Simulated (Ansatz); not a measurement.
# C at 3 GPa (stress–strain coefficients): relaxed-ion elastic tensor

All numbers below come from DFT PBE, scalar-relativistic, plane waves, PAW in Ansatz. Plane waves to 420 eV; Γ-centred k mesh 12×12×12; fixed occupations. No spin polarisation.

The cell, relaxed at 3 GPa:
```yaml
crystal:
  lattice:
    - [0.00000, 1.78173, 1.78173]
    - [1.78173, 0.00000, 1.78173]
    - [1.78173, 1.78173, 0.00000]
  atoms:
    - { symbol: C, position: [0.50000, 0.50000, 0.50000] }
    - { symbol: C, position: [0.75000, 0.75000, 0.75000] }
```

(1) Give the relaxed-ion elastic constants (GPa, Voigt order xx yy zz yz xz xy, on the axes of the cell above).

(2) Is the crystal stable against homogeneous strain?

(3) And the moduli of a polycrystal (Hill averages)?

Answers

(1)
C11 = 1065.7, C12 = 133.0, C13 = 133.0, C22 = 1065.7, C23 = 133.0, C33 = 1065.7, C44 = 566.6, C55 = 566.6, C66 = 566.6 GPa; the others vanish.

(2) Yes: the least eigenvalue of the tensor is 566.6 GPa.

(3) B = 444 GPa, G = 524 GPa, E = 1128 GPa, ν = 0.08.

Cost: 1 run of about 0.092 core-minutes, on Intel Xeon 6975P-C (Granite Rapids) (shared hosts).